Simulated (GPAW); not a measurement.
Crystal: CuO.

```
Cu O
1.0
     2.55255    0.00000    0.00000
     0.00000    2.55255    0.00000
     0.00000    0.00000    2.55255
Cu O
1 1
Direct
  0.00000 0.00000 0.00000
  0.50000 0.50000 0.50000
```

Measurements of this composition are mostly on another form, of space group No. 15.

```yaml
Program: GPAW 26.7.0
Task: relaxation of cell and atoms
Functional: AM05
Potentials_or_basis: PAW data sets generated in the run's folder for this functional
Cutoff: 800 eV
Basis: pw
k_mesh: 10 × 10 × 10
Occupations: fermi-dirac, width 0.05 eV
Spin: no spin polarisation
```

At the start: pressure 11.3 GPa; volume 8.32 Å³/atom.

Task: How do energy, volume and symmetry change on relaxing?

Result: Over 4 steps the energy falls by 16.1 meV/atom and the volume is 8.74 Å³/atom (+5.1 %); space group Pm-3m (No. 221, to 0.05 Å).

Step by step:
```
step  energy change (eV)  largest force (eV/Å)  pressure (GPa)  volume (Å³)
   1              0.0000                0.0000           11.25        16.63
   2             -0.0137                0.0000            8.18        16.84
   3             -0.0319                0.0000            0.50        17.44
   4             -0.0322                0.0000            0.02        17.48
```

Final structure:
```
Cu O
1.0
     2.59526    0.00000    0.00000
     0.00000    2.59526    0.00000
     0.00000    0.00000    2.59526
Cu O
1 1
Direct
  0.00000 0.00000 0.00000
  0.50000 0.50000 0.50000
```

Caveat: with this Cu data set, volumes or pressures lay over 1.5 % or 2 GPa off other programs in two to four cells of ten; later steps reuse the first step's grids; an odd number of electrons without spin polarisation forces a metal; a magnetic or distorted state may lie lower; the run has no spin polarisation, though such a crystal can be magnetic.
